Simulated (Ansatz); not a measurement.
Born–Oppenheimer molecular dynamics of a periodic cell of 12 atoms, ZrO$_{2}$ (start crystal ZrO2, start structure P4_2/nmc, volume 1.1 times the crystal's). It starts from an unrelaxed structure (largest force component 0.57 eV/Å).

All numbers below come from Ansatz, DFT r2SCAN, scalar-relativistic, plane waves, PAW. Settings: accuracy low, PAW set soft_1, cutoff 500 eV, k mesh 2x2x2, fermi-dirac smearing 0.3 eV, no spin polarisation.

```
ensemble        : NVT, Langevin thermostat
time step       : 0.75 fs
steps asked     : 80
set temperature : 3500 K
friction        : 0.02 /fs
seed            : 57527
```

Frames 3.75 fs apart, positions in Å, forces in eV/Å.

Velocities at 15 fs (Å/ps):

```
Zr 0.20 -4.49 -5.68
Zr 0.86 2.24 1.89
O 1.81 -18.38 -10.83
O 4.05 -13.15 -15.50
O 19.81 9.29 0.69
O 8.88 -3.85 -11.53
Zr -4.16 2.70 -8.04
Zr 0.03 -1.08 5.35
O 22.33 4.57 1.70
O 14.33 4.69 0.99
O -24.28 3.78 5.34
O 8.36 3.18 -9.03
```

```xyz
12
Lattice="-3.7286 -3.7286 0.0000 3.7286 -3.7286 0.0000 0.0000 0.0000 5.3802" Properties=species:S:1:pos:R:3:forces:R:3 time_fs=15 energy_less_start_eV=3.617 T=2229
Zr 0.084 -3.772 -0.048 -1.33 -1.20 0.22
Zr 1.803 -1.905 2.733 2.98 3.05 -2.44
O -0.162 -1.963 0.943 0.97 -0.67 -0.24
O 0.241 -1.848 3.704 -3.08 -1.04 1.38
O 2.152 -3.631 1.653 -1.12 -0.29 -0.90
O 1.978 -3.978 4.189 -0.87 2.45 1.41
Zr -0.102 -0.017 -0.074 3.41 0.90 2.24
Zr -1.853 -1.799 2.772 -0.20 -2.79 -2.37
O 0.164 -5.572 1.086 -0.95 2.87 0.03
O 0.323 -5.691 4.047 -3.72 0.74 -1.33
O -2.187 -3.629 1.731 0.83 -2.69 -1.82
O -1.865 -3.691 3.968 3.09 -1.33 3.81
12
Lattice="-3.7286 -3.7286 0.0000 3.7286 -3.7286 0.0000 0.0000 0.0000 5.3802" Properties=species:S:1:pos:R:3:forces:R:3 time_fs=18.75 energy_less_start_eV=4.033 T=1926
Zr 0.083 -3.791 -0.069 -1.06 -1.02 0.20
Zr 1.808 -1.894 2.738 3.70 3.07 -3.17
O -0.141 -2.030 0.896 0.73 -0.01 -0.20
O 0.254 -1.900 3.646 -3.92 -0.82 2.02
O 2.224 -3.598 1.639 -0.97 -0.51 -1.00
O 1.993 -3.991 4.159 -0.75 2.68 1.61
Zr -0.117 -0.006 -0.090 3.71 0.77 2.95
Zr -1.857 -1.804 2.791 0.02 -2.94 -3.28
O 0.254 -5.532 1.101 -1.23 3.01 -0.20
O 0.343 -5.681 4.047 -4.06 0.23 -0.92
O -2.273 -3.629 1.749 0.95 -3.05 -1.94
O -1.830 -3.699 3.946 2.89 -1.40 3.93
12
Lattice="-3.7286 -3.7286 0.0000 3.7286 -3.7286 0.0000 0.0000 0.0000 5.3802" Properties=species:S:1:pos:R:3:forces:R:3 time_fs=22.5 energy_less_start_eV=3.652 T=2433
Zr 0.073 -3.806 -0.084 -0.64 -0.71 -0.04
Zr 1.821 -1.880 2.740 3.24 2.81 -3.07
O -0.101 -2.083 0.855 0.27 0.54 0.02
O 0.239 -1.955 3.597 -3.72 -0.70 1.89
O 2.265 -3.571 1.601 -0.73 -0.41 -0.81
O 2.007 -3.977 4.139 -0.78 2.30 1.33
Zr -0.121 0.011 -0.084 3.70 0.48 3.21
Zr -1.861 -1.810 2.800 0.01 -2.89 -3.26
O 0.361 -5.477 1.121 -1.40 2.62 -0.01
O 0.339 -5.678 4.070 -3.65 -0.21 -1.11
O -2.356 -3.682 1.751 1.28 -2.71 -1.55
O -1.792 -3.730 3.968 2.42 -1.11 3.39
12
Lattice="-3.7286 -3.7286 0.0000 3.7286 -3.7286 0.0000 0.0000 0.0000 5.3802" Properties=species:S:1:pos:R:3:forces:R:3 time_fs=26.25 energy_less_start_eV=2.961 T=3109
Zr 0.058 -3.822 -0.097 -0.11 -0.19 -0.37
Zr 1.846 -1.857 2.736 1.62 2.22 -2.22
O -0.048 -2.123 0.819 -0.20 0.83 0.33
O 0.204 -2.011 3.567 -2.20 -0.59 1.05
O 2.312 -3.558 1.548 -0.85 0.02 -0.03
O 2.054 -3.948 4.142 -1.57 1.41 0.37
Zr -0.125 0.028 -0.058 3.94 0.07 3.12
Zr -1.862 -1.813 2.805 0.03 -2.56 -2.49
O 0.466 -5.431 1.136 -1.47 1.97 0.36
O 0.310 -5.676 4.093 -2.73 -0.34 -1.69
O -2.441 -3.772 1.751 2.02 -1.92 -0.65
O -1.745 -3.756 4.048 1.54 -0.91 2.22
12
Lattice="-3.7286 -3.7286 0.0000 3.7286 -3.7286 0.0000 0.0000 0.0000 5.3802" Properties=species:S:1:pos:R:3:forces:R:3 time_fs=30 energy_less_start_eV=2.795 T=3150
Zr 0.048 -3.842 -0.104 0.64 0.23 -0.79
Zr 1.884 -1.837 2.727 -0.42 1.47 -0.87
O -0.002 -2.166 0.776 -0.50 1.43 0.88
O 0.145 -2.060 3.562 -0.02 -0.24 -0.08
O 2.373 -3.542 1.498 -1.30 0.61 1.01
O 2.093 -3.904 4.155 -2.24 0.60 -0.58
Zr -0.125 0.041 -0.024 4.27 -0.36 2.18
Zr -1.856 -1.821 2.807 0.27 -2.02 -1.34
O 0.589 -5.383 1.159 -1.75 1.22 0.32
O 0.269 -5.656 4.085 -1.82 -0.76 -1.92
O -2.518 -3.852 1.762 2.78 -1.34 0.01
O -1.681 -3.783 4.113 0.09 -0.83 1.19
12
Lattice="-3.7286 -3.7286 0.0000 3.7286 -3.7286 0.0000 0.0000 0.0000 5.3802" Properties=species:S:1:pos:R:3:forces:R:3 time_fs=33.75 energy_less_start_eV=3.212 T=2851
Zr 0.040 -3.854 -0.107 1.62 0.13 -0.94
Zr 1.927 -1.817 2.721 -1.48 0.72 0.02
O 0.033 -2.198 0.737 -0.60 2.31 1.33
O 0.089 -2.145 3.542 1.64 0.31 -0.77
O 2.426 -3.530 1.448 -1.96 1.20 2.20
O 2.126 -3.870 4.159 -2.44 0.12 -1.20
Zr -0.116 0.040 0.001 4.62 -0.53 0.82
Zr -1.842 -1.832 2.800 0.34 -1.47 -0.37
O 0.682 -5.341 1.188 -2.13 0.68 -0.17
O 0.234 -5.613 4.047 -1.10 -1.45 -1.83
O -2.557 -3.898 1.755 3.41 -1.14 0.75
O -1.618 -3.813 4.173 -1.91 -0.87 0.16
12
Lattice="-3.7286 -3.7286 0.0000 3.7286 -3.7286 0.0000 0.0000 0.0000 5.3802" Properties=species:S:1:pos:R:3:forces:R:3 time_fs=37.5 energy_less_start_eV=3.610 T=2392
Zr 0.031 -3.873 -0.103 2.82 0.53 -0.64
Zr 1.965 -1.795 2.725 -1.78 -0.10 0.47
O 0.066 -2.198 0.706 -0.58 2.53 1.08
O 0.050 -2.215 3.481 2.48 0.53 -0.71
O 2.466 -3.521 1.437 -2.27 1.54 2.62
O 2.149 -3.835 4.130 -1.99 -0.11 -0.83
Zr -0.104 0.044 0.024 4.35 -0.85 -0.27
Zr -1.828 -1.845 2.785 0.53 -0.91 0.27
O 0.749 -5.307 1.212 -2.62 0.27 -1.07
O 0.209 -5.568 3.975 -0.63 -1.83 -1.24
O -2.549 -3.917 1.771 3.55 -0.77 0.92
O -1.573 -3.849 4.241 -3.87 -0.83 -0.58
12
Lattice="-3.7286 -3.7286 0.0000 3.7286 -3.7286 0.0000 0.0000 0.0000 5.3802" Properties=species:S:1:pos:R:3:forces:R:3 time_fs=41.25 energy_less_start_eV=3.439 T=2604
Zr 0.021 -3.897 -0.097 3.51 1.54 -0.48
Zr 2.004 -1.780 2.732 -1.95 -0.84 0.78
O 0.076 -2.178 0.681 -0.64 2.34 0.49
O 0.067 -2.267 3.406 1.81 0.57 -0.40
O 2.492 -3.478 1.471 -1.79 1.27 1.79
O 2.138 -3.800 4.078 -0.91 -0.43 0.39
Zr -0.092 0.043 0.046 3.38 -1.33 -0.62
Zr -1.827 -1.848 2.768 1.29 -0.64 0.72
O 0.787 -5.294 1.214 -2.75 0.03 -1.75
O 0.166 -5.524 3.894 0.00 -2.02 -0.55
O -2.486 -3.919 1.799 2.95 -0.13 0.40
O -1.573 -3.886 4.308 -4.89 -0.37 -0.75
12
Lattice="-3.7286 -3.7286 0.0000 3.7286 -3.7286 0.0000 0.0000 0.0000 5.3802" Properties=species:S:1:pos:R:3:forces:R:3 time_fs=45 energy_less_start_eV=2.888 T=4040
Zr 0.033 -3.926 -0.086 2.63 2.99 -1.44
Zr 2.042 -1.775 2.733 -2.10 -1.48 1.26
O 0.093 -2.125 0.650 -0.89 1.64 -0.23
O 0.140 -2.309 3.317 -0.11 0.53 -0.01
O 2.499 -3.397 1.514 -0.89 0.23 0.19
O 2.095 -3.788 4.013 0.31 -0.98 1.90
Zr -0.068 0.040 0.071 2.34 -1.86 -0.70
Zr -1.826 -1.858 2.751 2.22 -0.58 1.08
O 0.780 -5.285 1.204 -2.25 -0.33 -1.68
O 0.124 -5.512 3.827 0.74 -1.70 0.44
O -2.384 -3.929 1.853 1.73 1.39 -0.82
O -1.633 -3.912 4.377 -3.73 0.15 0.01
12
Lattice="-3.7286 -3.7286 0.0000 3.7286 -3.7286 0.0000 0.0000 0.0000 5.3802" Properties=species:S:1:pos:R:3:forces:R:3 time_fs=48.75 energy_less_start_eV=2.869 T=3550
Zr 0.056 -3.939 -0.079 1.31 3.73 -2.68
Zr 2.069 -1.777 2.736 -2.18 -2.02 1.72
O 0.124 -2.044 0.602 -1.19 0.80 -0.60
O 0.219 -2.361 3.233 -2.28 0.47 0.39
O 2.499 -3.314 1.549 -0.01 -1.16 -1.51
O 2.054 -3.787 3.959 0.92 -1.76 2.95
Zr -0.038 0.023 0.092 1.59 -1.93 -0.65
Zr -1.825 -1.883 2.744 2.50 -0.38 1.01
O 0.766 -5.280 1.175 -1.38 -0.64 -1.11
O 0.083 -5.535 3.765 1.86 -1.00 1.70
O -2.273 -3.933 1.913 0.57 3.27 -2.09
O -1.724 -3.942 4.433 -1.70 0.63 0.87
12
Lattice="-3.7286 -3.7286 0.0000 3.7286 -3.7286 0.0000 0.0000 0.0000 5.3802" Properties=species:S:1:pos:R:3:forces:R:3 time_fs=52.5 energy_less_start_eV=3.196 T=3643
Zr 0.087 -3.932 -0.076 0.48 3.58 -3.10
Zr 2.077 -1.791 2.751 -2.21 -1.56 1.41
O 0.154 -1.937 0.560 -1.39 -0.67 -0.57
O 0.285 -2.402 3.157 -4.25 0.18 0.91
O 2.491 -3.251 1.554 0.27 -2.07 -2.33
O 2.039 -3.793 3.930 0.90 -2.36 3.41
Zr -0.004 0.006 0.117 1.07 -1.16 -0.85
Zr -1.816 -1.908 2.752 2.08 -0.09 0.50
O 0.764 -5.283 1.137 -0.68 -0.58 -0.60
O 0.045 -5.581 3.718 3.24 -0.26 2.76
O -2.168 -3.902 1.965 0.11 3.95 -2.44
O -1.815 -3.988 4.510 0.39 1.02 0.90
12
Lattice="-3.7286 -3.7286 0.0000 3.7286 -3.7286 0.0000 0.0000 0.0000 5.3802" Properties=species:S:1:pos:R:3:forces:R:3 time_fs=56.25 energy_less_start_eV=3.291 T=3803
Zr 0.138 -3.915 -0.091 0.10 2.93 -2.79
Zr 2.065 -1.815 2.772 -2.31 -0.70 0.76
O 0.198 -1.826 0.517 -1.47 -3.13 0.01
O 0.277 -2.444 3.104 -4.51 0.10 1.18
O 2.468 -3.203 1.513 -0.23 -2.07 -1.80
O 2.044 -3.807 3.936 0.55 -2.24 3.30
Zr 0.023 -0.003 0.135 0.48 0.83 -1.43
Zr -1.808 -1.944 2.765 1.51 0.25 -0.03
O 0.746 -5.302 1.100 -0.19 -0.16 -0.38
O 0.031 -5.615 3.686 3.63 0.21 3.08
O -2.060 -3.843 1.999 0.01 2.77 -2.05
O -1.891 -4.021 4.582 2.42 1.21 0.14
```

Of the whole run (60 fs, mean temperature of the second half 3278 K): A run of 0.06 ps of so small a system gives no equilibrium averages. Limits of this set-up: coarse k mesh, low accuracy level.

The run took 14 min on 1 thread of Arm Neoverse V2, with other jobs on the host, peak memory 0.59 GiB.
